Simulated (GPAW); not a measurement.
Runs of GPAW 26.7.0 on HgSe. It takes space group F-43m (No. 216, cubic). Conventional cell: a = 6.078 Å, b = 6.078 Å, c = 6.078 Å, α = 90.00°, β = 90.00°, γ = 90.00°. Hg (site symmetry -43m) has 4 Se at 2.63 Å as nearest neighbours. Se (site symmetry -43m) is surrounded by 4 Hg at 2.63 Å. 

```csv
level,potentials or basis,eigensolver,gap on the mesh (eV),pressure (GPa)
vdW-DF2,"GPAW PAW data sets (gpaw-data 1.2.1), pw",-,none,-
BLYP,"PAW data sets generated in the run's folder for this functional, pw",davidson,none,(a)
PW91,"PAW data sets generated in the run's folder for this functional, pw",-,none,4.9
LDA,"the program's PAW data sets (release 1.2.1) made for this functional, pw",-,none,-0.1
vdW-DF-cx,"GPAW PAW data sets (gpaw-data 1.2.1), pw",-,none,-
```

Alike in all rows: task single point; no spin polarisation; cell as given; k mesh 8 × 8 × 8; cutoff (eV) 600; smearing fermi-dirac 0.05 eV.

Question: Fill in the values left out.

Answer: (a) 8.6.

Caveats: the PAW data sets were made with another functional, which shifts forces and pressure a little (some runs).

A k mesh can miss the band edges, and the runs leave out spin-orbit coupling on Hg, Se.

A gap of «none» marks a metal or a gap under the smearing width.

Runs at the PBE level aren't shown here.
